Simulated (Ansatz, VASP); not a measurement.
**Two plane-wave programs on NaH**

```
Na H
1.0
     0.00000    2.34127    2.34127
     2.34127    0.00000    2.34127
     2.34127    2.34127    0.00000
Na H
1 1
Direct
  0.00000 0.00000 0.00000
  0.50000 0.50000 0.50000
```

Alike in both runs: task single point; functional PBE; k mesh 8 × 8 × 8; occupations gaussian, width 0.02 eV; no spin polarisation.

|  | VASP | Ansatz |
| --- | --- | --- |
| version | VASP 6.6.1 | Ansatz 0.2.0 |
| potentials or method | VASP PAW PBE potentials, release 64 (Na_pv, H) | scalar-relativistic, plane waves, PAW |
| plane-wave cutoff (eV) | 520 | 420 |
| valence electrons in the cell | 8 | 10 |

Ansatz gave:

- gap on the k mesh at the Fermi level (eV): 3.92
- least direct gap on the mesh (eV): 4.83
- pressure (GPa): 2.6

**Question.** Which values does VASP return?

**Answer.** gap on the k mesh at the Fermi level (eV): 3.92; least direct gap on the mesh (eV): 4.82; pressure (GPa): 2.6.

The two sets of potentials don't hold the same shells in valence.

A k mesh can miss the band edges.
